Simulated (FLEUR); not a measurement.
# CdS (Greenockite) (P6_3mc) in FLEUR: single point with PBEsol

Aim: the single point of CdS (Greenockite) with PBEsol.

Everything below comes from runs of FLEUR MaX-R8.1 (later development tree). Logs are shortened: lines on timing, memory, paths and dates and some standing lists are left out, and cuts for length are marked.

**Experimental background.**

“Isotope dependence of band-gap energy”, 2008, arxiv:0807.2152 quotes, for a bulk crystal of CdS: band gap 2.5809 ± 0.0002 eV.

The results are compared with them further down.

## 1. The structure

Symmetry: P6_3mc, No. 186, hexagonal system. The conventional cell has a = 4.150 Å, b = 4.150 Å, c = 6.737 Å, α = 90.00°, β = 90.00°, γ = 120.00°. Around Cd (site symmetry 3m) lie 4 S at 2.53 to 2.54 Å. S (site symmetry 3m) has 4 Cd at 2.53 to 2.54 Å as nearest neighbours.

## 2. Single point, PBEsol

File inp.xml:

```xml
<?xml version="1.0" encoding="UTF-8" standalone="no"?>
<fleurInput fleurInputVersion="0.39">
   <comment>
      CdS                                                                                                 
   </comment>
   <calculationSetup>
      <cutoffs Kmax="5.33" Gmax="16.5" GmaxXC="16.5" numbands="0"/>
      <scfLoop itmax="60" minDistance="0.00001" maxIterBroyd="15" imix="Anderson" alpha="0.05" precondParam="0.0" spinf="2.0" sdNocoIR="T"/>
      <coreElectrons ctail="T" frcor="F" kcrel="0" coretail_lmax="0"/>
      <xcFunctional name="PBEs" relativisticCorrections="F"/>
      <magnetism jspins="1"/>
      <soc l_soc="F" theta="0.0" phi="0.0" spav="F"/>
      <expertModes spex="0" secvar="F"/>
      <geometryOptimization l_f="F" forcealpha="1.0" forcemix="BFGS" epsdisp="0.00001" epsforce="0.00001"/>
      <ldaU l_linMix="F" mixParam="0.05" spinf="1.0"/>
   </calculationSetup>
   <cell>
      <bzIntegration valenceElectrons="52.0" mode="hist" fermiSmearingEnergy="0.00183747">
         <kPointListSelection listName="default-1"/>
         <!-- k-points included here -->
         <xi:include xmlns:xi="http://www.w3.org/2001/XInclude" href="kpts.xml"> </xi:include>
      </bzIntegration>
      <!-- symmetry operations included here -->
      <xi:include xmlns:xi="http://www.w3.org/2001/XInclude" href="sym.xml"> </xi:include>
      <bulkLattice scale="1.0">
         <bravaisMatrix>
            <row-1>    7.8423634170900005     0.0000000000000000     0.0000000000000000</row-1>
            <row-2>   -3.9211817085450003     6.7916859448994336     0.0000000000000000</row-2>
            <row-3>    0.0000000000000000     0.0000000000000000    12.7310849014301990</row-3>
         </bravaisMatrix>
      </bulkLattice>
   </cell>
   <atomSpecies>
      <species name="Cadmium (Cd)" element="Cd" atomicNumber="48">
         <mtSphere radius="2.45" gridPoints="837" logIncrement="0.015"/>
         <atomicCutoffs lmax="10" lnonsphr="10"/>
         <electronConfig flipSpins="F">
            <coreConfig>(1s1/2) (2s1/2) (2p1/2) (2p3/2) (3s1/2) (3p1/2) (3p3/2) (3d3/2) (3d5/2)</coreConfig>
            <valenceConfig>(4s1/2) (4p1/2) (4p3/2) (5s1/2) (4d3/2) (4d5/2)</valenceConfig>
         </electronConfig>
         <energyParameters s="5" p="5" d="4" f="4"/>
         <lo type="SCLO" l="0" n="4" eDeriv="0"/>
         <lo type="SCLO" l="1" n="4" eDeriv="0"/>
         <lo type="SCLO" l="1" n="4" eDeriv="1"/>
         <lo type="SCLO" l="2" n="4" eDeriv="2"/>
         <lo type="SCLO" l="3" n="4" eDeriv="2"/>
      </species>
      <species name="Sulfur (S)" element="S" atomicNumber="16">
         <mtSphere radius="1.84" gridPoints="629" logIncrement="0.018"/>
         <atomicCutoffs lmax="8" lnonsphr="8"/>
         <electronConfig flipSpins="F">
            <coreConfig>(1s1/2) (2s1/2) (2p1/2) (2p3/2)</coreConfig>
            <valenceConfig>(3s1/2) (3p1/2) (3p3/2)</valenceConfig>
            <stateOccupation state="(3p1/2)" spinUp="0.666667" spinDown="0.666667"/>
            <stateOccupation state="(3p3/2)" spinUp="1.333333" spinDown="1.333333"/>
         </electronConfig>
         <energyParameters s="3" p="3" d="3" f="4"/>
         <lo type="SCLO" l="0" n="3" eDeriv="2"/>
         <lo type="SCLO" l="1" n="3" eDeriv="2"/>
         <lo type="SCLO" l="2" n="3" eDeriv="2"/>
         <lo type="SCLO" l="3" n="4" eDeriv="2"/>
      </species>
   </atomSpecies>
   <atomGroups>
      <atomGroup species="Cadmium (Cd)">
         <relPos label="                   1">-1.000/3.000 1.000/3.000 1.000/2.000</relPos>
         <relPos label="                   2">1.000/3.000 -1.000/3.000 .0000000000</relPos>
         <force calculate="T" relaxXYZ="TTT"/>
      </atomGroup>
      <atomGroup species="Sulfur (S)">
         <relPos label="                   3">-1.000/3.000 1.000/3.000 -1.000/8.000</relPos>
         <relPos label="                   4">1.000/3.000 -1.000/3.000 3.000/8.000</relPos>
         <force calculate="T" relaxXYZ="TTT"/>
      </atomGroup>
   </atomGroups>
   <output dos="F" band="F" slice="F">
      <checks vchk="F" cdinf="F"/>
      <bandDOS minEnergy="-.5*Htr" maxEnergy="0.5*Htr" sigma="0.015" storeEVData="T"/>
      <vacuumDOS vacdos="F" integ="F" star="F" nstars="0" locx1="0.0" locy1="0.0" locx2="0.0" locy2="0.0" nstm="0" tworkf="0.0"/>
      <unfoldingBand unfoldBand="F" supercellX="1" supercellY="1" supercellZ="1"/>
      <plotting iplot="0" polar="F">
         <plot TwoD="T" vec1="  1.0  0.0  0.0" vec2="  0.0  1.0  0.0" vec3="  0.0  0.0  1.0" zero="  0.0  0.0  0.0" file="plot"/>
      </plotting>
      <chargeDensitySlicing numkpt="0" minEigenval="0.0" maxEigenval="0.0" nnne="0" pallst="F"/>
      <specialOutput eonly="F"/>
      <moessbauerParams electricFieldGradient="T" isomerShift="T" coreHyperfine="T" valenceHyperfine="T"/>
      <magneticCircularDichroism mcd="F" energyLo="-10.0" energyUp="0.0"/>
   </output>
  <!-- We include the file relax.xml here to enable relaxations (see documentation) -->
  <xi:include xmlns:xi="http://www.w3.org/2001/XInclude" href="relax.xml"> <xi:fallback/> </xi:include>
</fleurInput>
```

File crystal.txt:

```
CdS
&input cartesian=F /
4.1500000000  0.0000000000  0.0000000000
-2.0750000000  3.5940054257  0.0000000000
0.0000000000  0.0000000000  6.7370000000
1.8897261246
1.0 1.0 1.0

4
48 0.6666666666  0.3333333332  0.5000000000
48 0.3333333332  0.6666666666  0.0000000000
16 0.6666666666  0.3333333332  0.8750000000
16 0.3333333332  0.6666666666  0.3750000000

&kpt div1=7 div2=7 div3=4 gamma=T /
```

Potentials or basis: all-electron, FLAPW.

Run with:

```
$ inpgen -f crystal.txt -profile fastHighL
$ # inp.xml edited to the form shown
$ mpirun -n 4 fleur_MPI -pe_per_kpt 1
```

The program printed:

```text
Welcome to FLEUR        (www.flapw.de)
      MaX-Release 8.1          (www.max-centre.eu)

 ========== k-point set info ==========
 Selected k-point list: default-1
 k-point list type: mesh
 7 x 7 x 4
 Number of k points: 24

 ------------Calculation Setup---------------------------
 Using exactly            1  PE per kpt
 Using exactly            1  PE per kpt
 Using exactly            1  PE per kpt
 Number of MPI-tasks      :            4
 Number of PE/node        :            4
 Number of OMP-threads    :            1
 Using exactly            1  PE per kpt
 k-points in parallel     :            4
 pe's per k-point         :            1
 No of k-point loops      :            6
 Eigenvalue solver        :       lapack
 Number of basis functions:         1902
 Approximate size of matrices (H+S) per k-point:         0.108 GB
 --------------------------------------------------------
 Iteration:     1   Distance:       7.58928951 me/bohr^3
 Iteration:     2   Distance:       6.77167534 me/bohr^3
 Iteration:     3   Distance:       3.57413467 me/bohr^3
 Iteration:     4   Distance:       1.53590369 me/bohr^3
 Iteration:     5   Distance:       1.03393055 me/bohr^3
 Iteration:     6   Distance:       0.26434693 me/bohr^3
 Iteration:     7   Distance:       0.20927184 me/bohr^3
 Iteration:     8   Distance:       0.03046316 me/bohr^3
 Iteration:     9   Distance:       0.00805611 me/bohr^3
 Iteration:    10   Distance:       0.00277494 me/bohr^3
 Iteration:    11   Distance:       0.00050178 me/bohr^3
 Iteration:    12   Distance:       0.00044749 me/bohr^3
 Iteration:    13   Distance:       0.00012718 me/bohr^3
 Iteration:    14   Distance:       0.00001277 me/bohr^3
 Iteration:    15   Distance:       0.00001560 me/bohr^3
 Iteration:    16   Distance:       0.00001388 me/bohr^3
 Iteration:    17   Distance:       0.00000650 me/bohr^3

 ********************************************************************
 Run finished successfully
 Stop message:
   all done
 ********************************************************************
```

Run time: 12 min. Hardware: 4 MPI ranks of AMD EPYC 7R43 (Zen 3), shared host.

Results:

```
Free energy                                           : -326103.9367 eV
Band gap on the k mesh                                : 1.06 eV, direct
Valence electrons inside the program's atomic spheres : Cd 18.33; S 3.32 (radii Cd 2.45, S 1.84 bohr)
```

Levels at points of the mesh, in eV from the valence-band top:
| k point | band 23 | band 24 | band 25 | band 26 | band 27 | band 28 | band 29 | band 30 |
| --- | --- | --- | --- | --- | --- | --- | --- | --- |
| (0.00, 0.00, 0.00) | -0.77 | -0.04 | 0.00 | 0.00 | 1.06 | 2.67 | 6.36 | 6.36 |
| (0.00, 0.00, 0.50) | -0.40 | -0.40 | -0.40 | -0.40 | 2.73 | 2.73 | 6.04 | 6.04 |

Core levels (eV from the Fermi level):
| atom | levels |
| --- | --- |
| 1 Cd | 1s1/2 -26490.9, 2s1/2 -3928.2, 2p1/2 -3657.2, 2p3/2 -3464.9, 3s1/2 -728.2, 3p1/2 -619.6, 3p3/2 -585.3, 3d3/2 -392.9, 3d5/2 -385.9 |
| 2 Cd | 1s1/2 -26490.9, 2s1/2 -3928.2, 2p1/2 -3657.2, 2p3/2 -3464.9, 3s1/2 -728.2, 3p1/2 -619.6, 3p3/2 -585.3, 3d3/2 -392.9, 3d5/2 -385.9 |
| 3 S | 1s1/2 -2394.3, 2s1/2 -204.1, 2p1/2 -150.0, 2p3/2 -148.7 |
| 4 S | 1s1/2 -2394.3, 2s1/2 -204.1, 2p1/2 -150.0, 2p3/2 -148.7 |

## 3. Against experiment

Step 2. Measured gap of CdS: 2.5809 eV (quoted in “Isotope dependence of band-gap energy”, 2008, arxiv:0807.2152). This calculation gives 1.06 eV (-1.52 eV). So large a miss can be the level of theory's own, or it may mean another phase, state or a wrong row. Spin-orbit coupling on Cd is left out. The value is that of PBEsol, without temperature or zero-point motion. Semilocal functionals fall short of measured gaps as a rule.
